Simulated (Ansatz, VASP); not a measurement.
# TaN: VASP beside Ansatz

```
Ta N
1.0
     3.05000    0.00000    0.00000
    -1.52500    2.64138    0.00000
     0.00000    0.00000    4.94000
Ta N
2 2
Direct
  0.33333 0.66667 0.00000
  0.66667 0.33333 0.50000
  0.33333 0.66667 0.38500
  0.66667 0.33333 0.88500
```

Alike in both runs: task single point; functional PBE; k mesh 8 × 8 × 4; occupations gaussian, width 0.01 eV; no spin polarisation.

|  | VASP | Ansatz |
| --- | --- | --- |
| version | VASP 6.6.1 | Ansatz 0.2.0 |
| potentials or method | VASP PAW PBE potentials, release 64 (Ta_pv, N) | scalar-relativistic, plane waves, PAW |
| plane-wave cutoff (eV) | 520 | 420 |
| valence electrons in the cell | 32 | 36 |

```tsv
	VASP	Ansatz	Ansatz less VASP
gap on the k mesh at the Fermi level (eV)	none	none	-
rms of the force components (eV/Å)	1.359	1.338	-0.0217
```

Atom by atom the forces differ by 0.022 eV/Å (rms over components). A gap of «none» marks a metal or a gap that the smearing closes. The two sets of potentials don't hold the same shells in valence.

Caveats: forces of over 1 eV/Å show positions far from the minimum, so gaps and moduli don't describe the material at rest. Spin-orbit coupling is left out, which matters for the levels of Ta.
